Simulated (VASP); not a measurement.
# Input and output of a VASP r²SCAN single-point calculation on CaO (strained rocksalt)

INCAR

```
NBANDS = 15
LWAVE = .FALSE.
METAGGA = R2SCAN
EDIFF = 1E-7
LREAL = .FALSE.
IBRION = -1
LASPH = .TRUE.
NELM = 120
ISIF = 2
ENCUT = 520
ISMEAR = 0
SIGMA = 0.01
PREC = Accurate
ALGO = Normal
LCHARG = .FALSE.
NSW = 0
```

KPOINTS

```
KPOINTS created by Atomic Simulation Environment
0
Gamma
10 10 10
0 0 0
```

KPOINTS_OPT

```
special points
7
Reciprocal
0.0000000000 0.0000000000 0.0000000000 1
0.5000000000 0.0000000000 0.5000000000 1
0.6250000000 0.2500000000 0.6250000000 1
0.3750000000 0.3750000000 0.7500000000 1
0.5000000000 0.5000000000 0.5000000000 1
0.5000000000 0.2500000000 0.7500000000 1
0.0000000000 0.5000000000 0.5000000000 1
```

POSCAR

```
Ca O
 1.0000000000000000
     0.0000000000000000    2.3735746124000001    2.4095378640999998
     2.3735746124000001    0.0000000000000000    2.4095378640999998
     2.3735746124000001    2.3735746124000001    0.0000000000000000
 Ca  O
   1   1
Cartesian
  0.0000000000000000  0.0000000000000000  0.0000000000000000
  2.3735746124000006  2.3735746124000006  2.4095378640999998
```

VASP ran with the recommended PBE PAW datasets (16 valence electrons in the cell).

Command

```
mpirun -np 1 vasp_std
```

From OUTCAR

```
k-points           NKPTS =    102   k-points in BZ     NKDIM =    102   number of bands    NBANDS=     15

   NELECT =      16.0000    total number of electrons

   dimension x,y,z NGX =    28 NGY =   28 NGZ =   28
   dimension x,y,z NGXF=    56 NGYF=   56 NGZF=   56

  energy-cutoff  :      520.00
  volume of cell :       27.15
      direct lattice vectors                 reciprocal lattice vectors
     0.000000000  2.373574612  2.409537864    -0.210652742  0.210652742  0.207508671
     2.373574612  0.000000000  2.409537864     0.210652742 -0.210652742  0.207508671
     2.373574612  2.373574612  0.000000000     0.210652742  0.210652742 -0.207508671

 k-points in reciprocal lattice and weights: KPOINTS created by Atomic Simulation Env
   0.00000000  0.00000000  0.00000000       0.001
   0.10000000 -0.00000000  0.00000000       0.008
   0.20000000 -0.00000000  0.00000000       0.008
   0.30000000  0.00000000  0.00000000       0.008
   0.40000000  0.00000000  0.00000000       0.008
   0.50000000 -0.00000000  0.00000000       0.004
   0.10000000  0.10000000  0.00000000       0.002
   0.20000000  0.10000000  0.00000000       0.008
   ...

 E-fermi :   2.2720

 k-point     1 :       0.0000    0.0000    0.0000
  band No.  band energies     occupation
      1     -36.8206      2.00000
      2     -16.7037      2.00000
      3     -16.6925      2.00000
      4     -16.6925      2.00000
      5     -14.3758      2.00000
      6       2.1148      2.00000
      7       2.1544      2.00000
      8       2.1544      2.00000
      9       7.7493      0.00000
     10       8.9812      0.00000
     11       9.0852      0.00000
     12       9.0852      0.00000
     13      10.6244      0.00000
     14      10.7558      0.00000
     15      18.0621      0.00000

 k-point     2 :       0.1000   -0.0000    0.0000
  band No.  band energies     occupation
      1     -36.8099      2.00000
      2     -16.8791      2.00000
      3     -16.7062      2.00000
      4     -16.6968      2.00000
      5     -14.1874      2.00000
      6       1.7898      2.00000
      7       1.9881      2.00000
      8       2.0100      2.00000
      9       8.2051      0.00000
     10       9.0061      0.00000
     11       9.2082      0.00000
     12       9.2617      0.00000
     13      10.8754      0.00000
     14      11.0116      0.00000
     15      18.4910      0.00000

 k-point     3 :       0.2000   -0.0000    0.0000
  band No.  band energies     occupation
      1     -36.7820      2.00000
      2     -17.2689      2.00000
      3     -16.7220      2.00000
      4     -16.7080      2.00000
      5     -13.7827      2.00000
      6       1.0222      2.00000
      7       1.6466      2.00000
      8       1.6622      2.00000
      9       8.9829      0.00000
     10       9.3259      0.00000
     11       9.7096      0.00000
     12       9.7503      0.00000
     13      11.5286      0.00000
     14      11.6759      0.00000
     15      19.1606      0.00000

 k-point     4 :       0.3000    0.0000    0.0000
  band No.  band energies     occupation
      1     -36.7473      2.00000
      2     -17.6542      2.00000
      3     -16.7413      2.00000
      4     -16.7218      2.00000
      5     -13.3775      2.00000
      6       0.2382      2.00000
      7       1.2718      2.00000
      8       1.2790      2.00000
      9       9.2494      0.00000
     10      10.4069      0.00000
     11      10.4243      0.00000
     12      10.4929      0.00000
     13      12.3594      0.00000
     14      12.5184      0.00000
     15      18.8108      0.00000

 k-point     5 :       0.4000    0.0000    0.0000
  band No.  band energies     occupation
      1     -36.7189      2.00000
      2     -17.9213      2.00000
      3     -16.7567      2.00000
      4     -16.7327      2.00000
      5     -13.0920      2.00000
      6      -0.3180      2.00000
      7       0.9971      2.00000
      8       0.9980      2.00000
      9       9.6855      0.00000
     10      11.0455      0.00000
     11      11.0532      0.00000
     12      11.3070      0.00000
     13      13.1099      0.00000
     14      13.2761      0.00000
     15      18.0017      0.00000

 k-point     6 :       0.5000   -0.0000    0.0000
  band No.  band energies     occupation
      1     -36.7080      2.00000
      2     -18.0160      2.00000
      3     -16.7626      2.00000
      4     -16.7369      2.00000
      5     -12.9897      2.00000
      6      -0.5175      2.00000
      7       0.8962      2.00000
      8       0.8977      2.00000
      9       9.9457      0.00000
     10      11.3050      0.00000
     11      11.3230      0.00000
     12      11.5319      0.00000
     13      13.4430      0.00000
     14      13.6097      0.00000
     15      17.6911      0.00000

 k-point     7 :       0.1000    0.1000    0.0000
  band No.  band energies     occupation
      1     -36.8069      2.00000
      2     -16.8861      2.00000
      3     -16.7148      2.00000
      4     -16.7148      2.00000
      5     -14.1676      2.00000
      6       1.5382      2.00000
      7       2.0793      2.00000
      8       2.0793      2.00000
      9       8.3218      0.00000
     10       8.6244      0.00000
     11       9.4657      0.00000
     12       9.4657      0.00000
     13      10.8540      0.00000
     14      11.1317      0.00000
     15      18.6419      0.00000

 k-point     8 :       0.2000    0.1000    0.0000
  band No.  band energies     occupation
      1     -36.7853      2.00000
      2     -17.1546      2.00000
      3     -16.7371      2.00000
      4     -16.7290      2.00000
      5     -13.8947      2.00000
      6       0.9967      2.00000
      7       1.8205      2.00000
      8       1.8909      2.00000
      9       8.4506      0.00000
     10       9.0851      0.00000
     11       9.8779      0.00000
     12       9.9579      0.00000
     13      11.1921      0.00000
     14      11.7745      0.00000
     15      19.3107      0.00000

 k-point     9 :       0.3000    0.1000    0.0000
  band No.  band energies     occupation
      1     -36.7531      2.00000
      2     -17.5059      2.00000
      3     -16.7552      2.00000
      4     -16.7498      2.00000
      5     -13.5429      2.00000
      6       0.4151      2.00000
      7       1.3818      2.00000
      8       1.5490      2.00000
      9       8.6267      0.00000
     10      10.1438      0.00000
     11      10.4430      0.00000
     12      10.6085      0.00000
     13      11.9047      0.00000
     14      12.5468      0.00000
     15      19.2381      0.00000

 k-point    10 :       0.4000    0.1000    0.0000
  band No.  band energies     occupation
      1     -36.7225      2.00000
      2     -17.7935      2.00000
      3     -16.7797      2.00000
      4     -16.7621      2.00000
      5     -13.2475      2.00000
      6      -0.0755      2.00000
      7       1.0388      2.00000
      8       1.2058      2.00000
      9       9.1367      0.00000
     10      10.6111      0.00000
     11      11.1848      0.00000
     12      11.4534      0.00000
     13      12.7644      0.00000
     14      13.2398      0.00000
     15      18.2537      0.00000

 k-point    11 :       0.5000    0.1000    0.0000
  band No.  band energies     occupation
      1     -36.7054      2.00000
      2     -17.9434      2.00000
      3     -16.8077      2.00000
      4     -16.7553      2.00000
      5     -13.0844      2.00000
      6      -0.3488      2.00000
      7       0.9086      2.00000
      8       0.9775      2.00000
      9       9.7703      0.00000
     10      10.5860      0.00000
     11      11.4014      0.00000
     12      12.0711      0.00000
     13      13.4379      0.00000
     14      13.6928      0.00000
     15      17.6295      0.00000

 k-point    12 :      -0.4000    0.1000    0.0000
  band No.  band energies     occupation
      1     -36.7084      2.00000
      2     -17.9256      2.00000
      3     -16.8225      2.00000
      4     -16.7375      2.00000
      5     -13.0899      2.00000
      6      -0.3179      2.00000
      7       0.9264      2.00000
      8       1.0017      2.00000
      9       9.7503      0.00000
     10      10.6399      0.00000
     11      11.1211      0.00000
     12      11.8767      0.00000
     13      13.5581      0.00000
     14      13.5740      0.00000
     15      17.7569      0.00000

 k-point    13 :      -0.3000    0.1000    0.0000
  band No.  band energies     occupation
      1     -36.7305      2.00000
      2     -17.7451      2.00000
      3     -16.8174      2.00000
      4     -16.7153      2.00000
      5     -13.2661      2.00000
      6       0.0256      2.00000
      7       1.0656      2.00000
      8       1.2779      2.00000
      9       9.2325      0.00000
     10      10.5027      0.00000
     11      10.5061      0.00000
     12      11.1803      0.00000
     13      12.7953      0.00000
     14      13.1245      0.00000
     15      18.5477      0.00000

 ...

  Total        0.6782970      0.6782970      0.1805635      0.0000000      0.0000000      0.0000000
  in kB       40.0277302     40.0277302     10.6554312      0.0000000      0.0000000      0.0000000
  external PRESSURE =      30.2369639 kB  Pullay stress =       0.0000000 kB

 POSITION                                       TOTAL-FORCE (eV/Angst)
 -----------------------------------------------------------------------------------
      0.00000      0.00000      0.00000        -0.000000      0.000000      0.000000
      2.37357      2.37357      2.40954         0.000000     -0.000000      0.000000
 -----------------------------------------------------------------------------------
    total drift:                                0.000000      0.000000      0.000000

  FREE ENERGIE OF THE ION-ELECTRON SYSTEM (eV)
  ---------------------------------------------------
  free  energy   TOTEN  =       -19.4449217210 eV

  energy  without entropy=      -19.4449217210  energy(sigma->0) =      -19.44492172
```

```yaml
gap_between_bands_v_and_c: 4.15 eV
least_direct_gap: 4.53 eV
pressure: 3.0 GPa
```

Band v is the last that the valence electrons fill when counted band by band, and c is the next.

The run took about 2.5 min on one core of a shared host (Intel Xeon Platinum 8488C) and held 0.22 GiB at most.
